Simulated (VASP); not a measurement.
# Cd (R-3m) in VASP: settings compared

Aim: see how the results for Cd move with the level of theory and the settings. Levels: vdW-DF-cx, PBE0+D2, PBEsol, optB88-vdW, PBEsol+D3, RPBE. Tasks: density of states, band structure, equation of state, phonons.

Program: VASP 6.6.1. These are calculated values, not measurements. Logs are shortened: lines on timing, memory, paths and dates and some standing lists are left out, and cuts for length are marked.

### Step 1. Starting point

It takes space group R-3m (No. 166, trigonal). Conventional cell: a = 3.216 Å, b = 3.216 Å, c = 7.348 Å, α = 90.00°, β = 90.00°, γ = 120.00°. Cd (site symmetry -3m) has 12 Cd at 3.07 to 3.22 Å as nearest neighbours.

This isn't the form of Cd at room conditions, which is hcp.

### Step 2. Density of states, vdW-DF-cx (cell strained at random at fixed volume)

The input, POSCAR:

```
Cd
1.0
    1.6580570000      0.9096910000      2.4855890000
   -1.6142710000      0.9416870000      2.4447140000
    0.0496020000     -1.8017590000      2.4463440000
Cd
1
Direct
    0.0194320000      0.0338090000     -0.0283230000
```

The input, INCAR.step1:

```
  PREC = Accurate
  ENCUT = 600
  EDIFF = 1E-6
  ISMEAR = 2
  SIGMA = 0.1
  LREAL = False
  LASPH = True
  NELM = 60
  ALGO = Normal
  ISIF = 2
  LWAVE = False
  LCHARG = True
  GGA = CX
  LUSE_VDW = True
  AGGAC = 0.0
  NBANDS = 12
```

The input, KPOINTS.step1:

```
regular mesh
0
Gamma
  10 10 10
```

The input, INCAR.step2:

```
  PREC = Accurate
  ENCUT = 600
  EDIFF = 1E-6
  ISMEAR = -5
  SIGMA = 0.1
  LREAL = False
  LASPH = True
  NELM = 60
  ALGO = Normal
  ISIF = 2
  LWAVE = False
  LCHARG = False
  GGA = CX
  LUSE_VDW = True
  AGGAC = 0.0
  LORBIT = 11
  NBANDS = 12
  NEDOS = 1001
  ICHARG = 11
```

The input, KPOINTS.step2:

```
regular mesh
0
Gamma
  15 15 15
```

Potentials or basis: VASP PAW PBE potentials, release 64 (Cd).

Run with:

```bash
$ cat potpaw_PBE.64/Cd/POTCAR > POTCAR
$ cp INCAR.step1 INCAR
$ cp KPOINTS.step1 KPOINTS
$ mpirun -np 1 vasp_std > vasp.out
$ cp INCAR.step2 INCAR
$ cp KPOINTS.step2 KPOINTS
$ mpirun -np 1 vasp_std > vasp.out
```

OUTCAR:

```text
PREC = Accurate
   ENCUT = 600
   EDIFF = 1E-6
   ISMEAR = -5
   LREAL = False
   LASPH = True
   NELM = 60
   ISIF = 2
   GGA = CX
   LORBIT = 11
   ICHARG = 11

 ion  position               nearest neighbor table
   1  0.019  0.034  0.972-

  LATTYP: Found a triclinic cell.
 ALAT       =     5.6631232799
 B/A-ratio  =     0.5779036627
 C/A-ratio  =     0.7800703697
 COS(alpha) =     0.0023783620
 COS(beta)  =     0.4022046164
 COS(gamma) =     0.8764148062

  Lattice vectors:

 A1 = (  -4.9362010000,   2.7754420000,  -0.0425050000)
 A2 = (  -3.2723280000,   0.0319960000,  -0.0408750000)
 A3 = (  -0.0058160000,   3.6531370000,   2.4839590000)

Analysis of symmetry for initial positions (statically):
=====================================================================
 Subroutine PRICEL returns:
 Original cell was already a primitive cell.

 Routine SETGRP: Setting up the symmetry group for a
 triclinic supercell.

 Subroutine GETGRP returns: Found  2 space group operations
 (whereof  1 operations were pure point group operations)
 out of a pool of  2 trial point group operations.

The static configuration has the point symmetry C_1 .
 The point group associated with its full space group is S_2 .

Analysis of symmetry for dynamics (positions and initial velocities):
=====================================================================
 Subroutine PRICEL returns:
 Original cell was already a primitive cell.

 Routine SETGRP: Setting up the symmetry group for a
 triclinic supercell.

 Subroutine GETGRP returns: Found  2 space group operations
 (whereof  1 operations were pure point group operations)
 out of a pool of  2 trial point group operations.

The dynamic configuration has the point symmetry C_1 .
 The point group associated with its full space group is S_2 .

 Subroutine INISYM returns: Found  2 space group operations
 (whereof  1 operations are pure point group operations),
 and found     1 'primitive' translations

----------------------------------------------------------------------------------------

                                     Primitive cell

  volume of cell :      21.9391

  direct lattice vectors                    reciprocal lattice vectors
     1.658057000  0.909691000  2.485589000     0.305777501  0.185528548  0.130443860
    -1.614271000  0.941687000  2.444714000    -0.305566630  0.179264051  0.138225586
     0.049602000 -1.801759000  2.446344000    -0.005319847 -0.367649460  0.138103288

  length of vectors
     3.123274469  3.077218193  3.038650164     0.380705034  0.380279999  0.392768309

[... 128 lines left out ...]
  Fermi-wavevector in a.u.,A,eV,Ry     =   1.338841  2.530043 24.388393  1.792496
  Thomas-Fermi vector in A             =   2.467280
   LORBIT       =     11    0 simple, 1 ext, 2 COOP (PROOUT), +10 PAW based schemes
   GGA     = CX    functional components
   LHFCALC =     F    Hartree Fock is set to
   AEXX    =    0.0000 exact exchange contribution
   IVDW_NL    =     1    kernel type
   BPARAM     = 6.3000
   IVDW    =     0    specifies the selected vdW correction
   LEPSILON=     F    determine dielectric tensor
   LRPA    =     F    only Hartree local field effects (RPA)
 non-spin polarized calculation
 Fermi weights with tetrahedron method with Bloechl corrections
  energy-cutoff  :      600.00
  volume of cell :       21.94
 maximum number of plane-waves:       751
 NGX is ok and might be reduce to    28

Total vdW correction in eV:      2.4513626

 number of electron      11.9999998 magnetization

 Free energy of the ion-electron system (eV)
  ---------------------------------------------------
  ext. energy  EPLUGINS =         0.00000000
  ---------------------------------------------------
  free energy    TOTEN  =         2.32500127 eV

  energy without entropy =        2.32500127  energy(sigma->0) =        2.32500127

 E-fermi :   2.6192     XC(G=0): -11.0799

 val. band max:        2.8299485749   @ k =   0.4667  -0.2667   0.1333
 cond. band min:       2.2468182018   @ k =   0.0667  -0.2000   0.4667
 fundamental gap:     -0.5831303731
 Fermi energy:         2.6191937965

 k-point     1 :       0.0000    0.0000    0.0000
  band No.  band energies     occupation
      1      -6.5893      2.00000
      2      -6.5090      2.00000
      3      -6.3263      2.00000
      4      -6.1026      2.00000
      5      -6.0173      2.00000
      6      -5.9374      2.00000
      7      15.9496      0.00000
      8      16.2844      0.00000
      9      17.6176      0.00000
     10      19.4338      0.00000
     11      19.9404      0.00000
     12      20.4111      0.00000
[... 571 lines left out ...]
 k-point    40 :       0.0667    0.2000   -0.0000
  band No.  band energies     occupation
      1      -6.6534      2.00000
      2      -6.4429      2.00000
      3      -6.2423      2.00000
      4      -6.0558      2.00000
      5      -5.9165      2.00000
      6      -5.1319      2.00000
      7      10.7456      0.00000
      8      16.1135      0.00000
      9      17.0280      0.00000
     10      17.4321      0.00000
     11      19.1342      0.00000
     12      21.2625      0.00000

 [... further k-points ...]

------------------------ aborting loop because EDIFF is reached ----------------------------------------

 total charge

# of ion       s       p       d       tot
------------------------------------------
    1        0.542   0.282   9.486  10.310

  FORCE on cell =-STRESS in cart. coord.  units (eV):
  Direction    XX          YY          ZZ          XY          YZ          ZX
  --------------------------------------------------------------------------------------
  -------------------------------------------------------------------------------------
  Total       -0.1534986     -0.2067355     -0.3146065      0.0407480      0.0360899     -0.0729387
  in kB      -11.2097659    -15.0975784    -22.9752311      2.9757657      2.6355879     -5.3266024
  external PRESSURE =     -16.4275251 kB  Pullay stress =       0.0000000 kB

 VOLUME and BASIS-vectors are now :
 -----------------------------------------------------------------------------
  energy-cutoff  :      600.00
  volume of cell :       21.94
      direct lattice vectors                 reciprocal lattice vectors
     1.658057000  0.909691000  2.485589000     0.305777501  0.185528548  0.130443860
    -1.614271000  0.941687000  2.444714000    -0.305566630  0.179264051  0.138225586
     0.049602000 -1.801759000  2.446344000    -0.005319847 -0.367649460  0.138103288

 POSITION                                       TOTAL-FORCE (eV/Angst)
 -----------------------------------------------------------------------------------
      0.02584     -1.70121      2.50801         0.000000      0.000000      0.000000
 -----------------------------------------------------------------------------------
    total drift:                                0.000002      0.000006      0.000005

  FREE ENERGIE OF THE ION-ELECTRON SYSTEM (eV)
  ---------------------------------------------------
  free  energy   TOTEN  =         2.3250012707 eV

  energy  without entropy=        2.3250012707  energy(sigma->0) =        2.32500127

Total vdW correction in eV:      2.4513626

 total charge

# of ion       s       p       d       tot
------------------------------------------
    1        0.542   0.282   9.486  10.310
```

OSZICAR.step1:

```text
N       E                     dE             d eps       ncg     rms          rms(c)
DAV:   1     0.814661021443E+02    0.81466E+02   -0.74085E+03 12408   0.111E+03
DAV:   2     0.370659659815E+01   -0.77760E+02   -0.73858E+02 13124   0.254E+02
DAV:   3     0.225898318150E+01   -0.14476E+01   -0.14467E+01 14468   0.388E+01
DAV:   4     0.225703163678E+01   -0.19515E-02   -0.19515E-02 13416   0.142E+00
DAV:   5     0.225702700849E+01   -0.46283E-05   -0.46285E-05 14528   0.685E-02    0.290E+00
DAV:   6     0.231861103355E+01    0.61584E-01   -0.16324E-01 14196   0.518E+00    0.236E+00
DAV:   7     0.232232426597E+01    0.37132E-02   -0.12140E-02 14212   0.113E+00    0.125E+00
DAV:   8     0.232256083212E+01    0.23657E-03   -0.15747E-03 12512   0.521E-01    0.568E-02
DAV:   9     0.232253371463E+01   -0.27117E-04   -0.10565E-05 14576   0.265E-02    0.136E-02
DAV:  10     0.232252522710E+01   -0.84875E-05   -0.73442E-06 12528   0.276E-02    0.175E-03
DAV:  11     0.232252524738E+01    0.20282E-07   -0.20656E-08  6884   0.165E-03
   1 F= 0.23225252E+01 E0= 0.23224924E+01  d E =0.131365E-03
```

Run time: 3.3 min. Hardware: 1 thread of Intel Xeon Platinum 8559C (Emerald Rapids), shared host; peak memory 0.74 GiB.

What came out:

| Quantity | Value |
| --- | --- |
| Valence electrons inside the program's atomic spheres | Cd 10.31 |

Levels at points of the mesh, in eV from the Fermi level:
```
           k point  band 4  band 5  band 6  band 7  band 8  band 9
(0.00, 0.00, 0.00)   -8.72   -8.64   -8.56   13.33   13.67   15.00
```

States per cell in windows of 1 eV (zero at the Fermi level; states under -8 eV left out):
```tsv
from (eV)	total	Cd1_p	Cd1_s	Cd1_d
-8.0	0.12	0.00	0.04	0.01
-7.0	0.16	0.01	0.05	0.01
-6.0	0.21	0.02	0.06	0.02
-5.0	0.23	0.03	0.06	0.02
-4.0	0.26	0.04	0.07	0.02
-3.0	0.31	0.05	0.07	0.02
-2.0	0.32	0.06	0.07	0.02
-1.0	0.36	0.07	0.07	0.03
0.0	0.33	0.06	0.06	0.03
1.0	0.39	0.07	0.08	0.03
2.0	0.39	0.07	0.08	0.03
3.0	0.45	0.10	0.07	0.04
4.0	0.46	0.11	0.06	0.04
5.0	0.52	0.14	0.05	0.05
6.0	0.56	0.16	0.04	0.05
7.0	0.58	0.17	0.03	0.05
```

Caveat: the PAW data sets were made with another functional, which shifts forces and pressure a little; tetrahedron occupations give inexact forces and stress in metals.

### Step 3. Band structure, PBE0+D2

The input, POSCAR:

```
Cd
1.0
    1.6080291515      0.9283960635      2.4492874100
   -1.6080291515      0.9283960635      2.4492874100
    0.0000000000     -1.8567921270      2.4492874100
Cd
1
Direct
    0.0000000000      0.0000000000      0.0000000000
```

The input, INCAR.step1:

```
PREC = Accurate
ENCUT = 520
EDIFF = 1E-5
ISMEAR = 1
SIGMA = 0.2
LREAL = False
LASPH = True
NELM = 100
ALGO = Normal
ISIF = 2
LWAVE = True
LCHARG = False
NELECT = 11.0
NBANDS = 30
GGA = PE
```

The input, INCAR.step2:

```
PREC = Accurate
ENCUT = 520
EDIFF = 1E-6
ISMEAR = 1
SIGMA = 0.2
LREAL = False
LASPH = True
NELM = 100
ALGO = Normal
ISIF = 2
LWAVE = False
LCHARG = False
GGA = PE
LHFCALC = True
AEXX = 0.25
PRECFOCK = Fast
IVDW = 1
NELECT = 11.0
NBANDS = 30
ISTART = 1
```

The input, KPOINTS:

```
regular mesh
0
Gamma
  5 5 5
```

The input, KPOINTS_OPT:

```
path GLB1,BZGX,QFP1Z,LP
12
line-mode
reciprocal
 0.0000000000  0.0000000000  0.0000000000  G
 0.5000000000  0.0000000000  0.0000000000  L

 0.5000000000  0.0000000000  0.0000000000  L
 0.5000000000  0.2624512957 -0.2624512957  B1

 0.7375487043  0.5000000000  0.2624512957  B
 0.5000000000  0.5000000000  0.5000000000  Z

 0.5000000000  0.5000000000  0.5000000000  Z
 0.0000000000  0.0000000000  0.0000000000  G

 0.0000000000  0.0000000000  0.0000000000  G
 0.3812256478  0.0000000000 -0.3812256478  X

 0.6187743522  0.3812256478  0.0000000000  Q
 0.5000000000  0.5000000000  0.0000000000  F

 0.5000000000  0.5000000000  0.0000000000  F
 0.6187743522  0.6187743522  0.2624512957  P1

 0.6187743522  0.6187743522  0.2624512957  P1
 0.5000000000  0.5000000000  0.5000000000  Z

 0.5000000000  0.0000000000  0.0000000000  L
 0.7375487043  0.3812256478  0.3812256478  P
```

Potentials or basis: VASP PAW PBE potentials, release 54 (Cd).

Run with:

```bash
$ cat potpaw_PBE.54/Cd/POTCAR > POTCAR
$ cp INCAR.step1 INCAR
$ mpirun -np 1 vasp_std > vasp.out
$ cp INCAR.step2 INCAR
$ mpirun -np 1 vasp_std > vasp.out
```

OUTCAR:

```text
PREC = Accurate
   ENCUT = 520
   EDIFF = 1E-6
   ISMEAR = 1
   LREAL = False
   LASPH = True
   NELM = 100
   ISIF = 2
   GGA = PE
   LHFCALC = True
   AEXX = 0.25
   PRECFOCK = Fast
   IVDW = 1
   NELECT = 11.0
   ISTART = 1
  IVDW =   1

 ion  position               nearest neighbor table
   1  0.000  0.000  0.000-

  LATTYP: Found a trigonal (rhomboedric) cell.
 ALAT       =     3.0735461310
 COS(alpha) =     0.4525576903

  Lattice vectors:

 A1 = (   1.6080291515,   0.9283960635,   2.4492874100)
 A2 = (  -1.6080291515,   0.9283960635,   2.4492874100)
 A3 = (   0.0000000000,  -1.8567921270,   2.4492874100)

Analysis of symmetry for initial positions (statically):
=====================================================================
 Subroutine PRICEL returns:
 Original cell was already a primitive cell.

 Routine SETGRP: Setting up the symmetry group for a
 trigonal (rhombohedral) supercell.

 Subroutine GETGRP returns: Found 12 space group operations
 (whereof 12 operations were pure point group operations)
[... 162 lines left out ...]

  energy without entropy =       -2.71668742  energy(sigma->0) =       -2.71844017

 E-fermi :   0.6364     XC(G=0):  -7.8753

 val. band max:        0.6166322068   @ k =   0.4000   0.4000   0.0000
 cond. band min:       2.1166597438   @ k =  -0.4000   0.2000  -0.0000
 fundamental gap:      1.5000275370
 Fermi energy:         0.6364335284

 k-point     1 :       0.0000    0.0000    0.0000
  band No.  band energies     occupation
      1      -8.2344      2.00000
      2      -8.2344      2.00000
      3      -8.0215      2.00000
      4      -7.6800      2.00000
      5      -7.6800      2.00000
      6      -6.2972      2.00000
[... 356 lines left out ...]
      3      -7.9279      2.00000
      4      -7.5782      2.00000
      5      -7.3488      2.00000
      6       2.9048     -0.00000
[... 9 lines left out ...]
     16      31.6140      0.00000
     17      40.2664      0.00000
 [bands above 17 left out]

------------------------ aborting loop because EDIFF is reached ----------------------------------------

  DFT-D2 method for vdW energy calculation

  Number of pair interactions contributing to vdW energy:   23898

  Edisp (eV):   -0.48668

  FORCE on cell =-STRESS in cart. coord.  units (eV):
  Direction    XX          YY          ZZ          XY          YZ          ZX
  --------------------------------------------------------------------------------------
  -------------------------------------------------------------------------------------
  Total      -5.86465    -5.86465    -5.04039     0.00000     0.00000     0.00000
  in kB    -428.28661  -428.28661  -368.09192     0.00000     0.00000     0.00000
  external pressure =     -408.22 kB  Pullay stress =        0.00 kB

 VOLUME and BASIS-vectors are now :
 -----------------------------------------------------------------------------
  energy-cutoff  :      520.00
  volume of cell :       21.94
      direct lattice vectors                 reciprocal lattice vectors
     1.608029152  0.928396064  2.449287410     0.310939637  0.179521083  0.136094005
    -1.608029152  0.928396064  2.449287410    -0.310939637  0.179521083  0.136094005
     0.000000000 -1.856792127  2.449287410     0.000000000 -0.359042166  0.136094005

 POSITION                                       TOTAL-FORCE (eV/Angst)
 -----------------------------------------------------------------------------------
      0.00000      0.00000      0.00000         0.000000     -0.000000      0.000000
 -----------------------------------------------------------------------------------
    total drift:                                0.000000      0.000000     -0.000000

  FREE ENERGIE OF THE ION-ELECTRON SYSTEM (eV)
  ---------------------------------------------------
  free  energy   TOTEN  =        -3.2059926103 eV

  energy  without entropy=       -3.2033634899  energy(sigma->0) =       -3.20511624
```

OUTCAR.step1:

```text
PREC = Accurate
   ENCUT = 520
   EDIFF = 1E-5
   ISMEAR = 1
   LREAL = False
   LASPH = True
[... 592 lines left out ...]
 POSITION                                       TOTAL-FORCE (eV/Angst)
 -----------------------------------------------------------------------------------
      0.00000      0.00000      0.00000         0.000000     -0.000000     -0.000000
 -----------------------------------------------------------------------------------
    total drift:                                0.000000     -0.000000      0.000000

  FREE ENERGIE OF THE ION-ELECTRON SYSTEM (eV)
  ---------------------------------------------------
  free  energy   TOTEN  =        -2.5092342586 eV

  energy  without entropy=       -2.5066051383  energy(sigma->0) =       -2.50835789
```

Run time: 18 min. Hardware: 1 thread of Intel Xeon Platinum 8559C (Emerald Rapids), shared host; peak memory 0.18 GiB.

These settings aren't checked as converged: the numbers below hold their error.

Results:

```
Free energy                : -3.2060 eV
Dispersion energy per atom : -0.487 eV
```

Caveat: the k mesh is coarse (spacing up to 0.48 Å⁻¹), so the values aren't converged, least of all with exact exchange; the cell is charged against a uniform background, so pressure and absolute levels hang on convention; an unscreened hybrid on a path of extra k points without a Coulomb cutoff has errors near the mesh points, so the bands along the path aren't reliable; atom-pairwise D2, TS and ULG terms overbind metals; a pressure of tens of GPa on the cell as given is suspect, and the run, the potentials or the cell itself is likely at fault; the PAW data sets were made with another functional, which shifts forces and pressure a little; pairwise dispersion overbinds metals, which lowers pressure and volume.

[end of part 1 of 3]
